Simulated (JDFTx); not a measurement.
**Sn under changes of volume**

One of the cells (33.803 Å³/atom); the others are scaled copies at fixed shape and fractional positions:

```xyz
2
Lattice="0.0000 3.2333 3.2333 3.2333 0.0000 3.2333 3.2333 3.2333 0.0000" Properties=species:S:1:pos:R:3 pbc="T T T"
Sn    4.8500    4.8500    4.8500
Sn    3.2333    3.2333    3.2333
```

This isn't the form of Sn at room conditions, which is tetragonal (white tin).

- Program: JDFTx 1.7.0 (patched build)
- Functional: r2SCAN
- Potentials or basis: SG15-PBE-1.2 with smoothed tails
- Cutoff: 1088 eV
- Density cutoff: 8708 eV
- k mesh: 5 × 5 × 5
- Occupations: fermi-dirac, width 0.05 eV
- Spin: no spin polarisation

```tsv
volume (Å³/atom)	energy over the lowest point (meV/atom)	pressure (GPa)
31.775	31.62	4.1
32.451	?	?
33.127	6.99	1.8
33.803	1.51	0.8
34.479	0.00	-0.1
35.831	7.31	-1.6
```

**Question.** What does the run at 32.451 Å³/atom give?

**Answer.** Energy over the lowest point 16.85 meV/atom; pressure 2.9 GPa.

Worked out: A Birch-Murnaghan fit of order 3 (a polynomial in V^(-2/3)) to the other rows has its minimum at 34.42 Å³/atom with B0 = V·E''(V) = 43 GPa and B' = 4.3. It gives 16.86 meV/atom at 32.451 Å³/atom, against the run's 16.85, and -dE/dV = 2.9 GPa, against 2.9.

Energies are extrapolated to zero smearing.

Caveats: the potentials were made for another functional, which shifts forces and pressure.
